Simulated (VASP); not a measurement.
Here is a VASP 6.6.1 calculation.

Contents of POSCAR:

```
CdSe
1.0
    4.3706606696      0.0000000000      0.0000000000
   -2.1853303348      3.7851031712      0.0000000000
    0.0000000000      0.0000000000      7.1327784707
Cd Se
2 2
Direct
    0.6666666667      0.3333333333     -0.0003349498
    0.3333333333      0.6666666667      0.4996650502
    0.6666666667      0.3333333333      0.3753349498
    0.3333333333      0.6666666667      0.8753349498
```

The input INCAR.step1:

```
PREC = Accurate ; ENCUT = 520
ISMEAR = 0 ; SIGMA = 0.05
LREAL = F ; LASPH = T
NELM = 60 ; NBANDS = 26
GGA = PE ; ALGO = Normal
EDIFF = 1E-4 ; LWAVE = T
LCHARG = F
```

The input INCAR.step2:

```
PREC = Accurate ; ENCUT = 520
EDIFF = 1E-6 ; ISMEAR = 0
SIGMA = 0.05 ; LREAL = F
LASPH = T ; NELM = 60
ALGO = Normal ; ISIF = 2
LWAVE = F ; LCHARG = F
METAGGA = R2SCAN ; LMIXTAU = T
NBANDS = 26 ; ISTART = 1
```

Contents of KPOINTS:

```
Automatic mesh
0
Gamma
  10 10 6
```

Potentials or basis: VASP PAW PBE potentials, release 64 (Cd, Se).

The run is started by

```sh
$ cat potpaw_PBE.64/Cd/POTCAR potpaw_PBE.64/Se/POTCAR > POTCAR
$ cp INCAR.step1 INCAR
$ mpirun -np 1 vasp_std > vasp.out
$ cp INCAR.step2 INCAR
$ mpirun -np 1 vasp_std > vasp.out
```

Problem. Estimate the band gap on the k mesh.

Solution. 1.04 eV, direct.

Problem. Predict the largest force.

Solution. 0.004 eV/Å.

Problem. Estimate the pressure.

Solution. -0.8 GPa.

Forces on the atoms (eV/Å):
```
Cd   0.000  0.000 -0.004
Cd   0.000  0.000 -0.004
Se   0.000  0.000  0.004
Se   0.000  0.000  0.004
```

Caveat: the PAW data sets were made with another functional, which shifts forces and pressure a little.

**The experiment to reproduce.**

From a printed reference work, data compilation, for a bulk crystal of CdSe at 2 K: band gap 1.841 eV.

Measured gap of CdSe: 1.841 eV (2 K; a printed reference work, data compilation). This calculation gives 1.04 eV (-0.80 eV). Spin-orbit coupling on Cd, Se is left out. The value is that of r2SCAN, without temperature or zero-point motion.
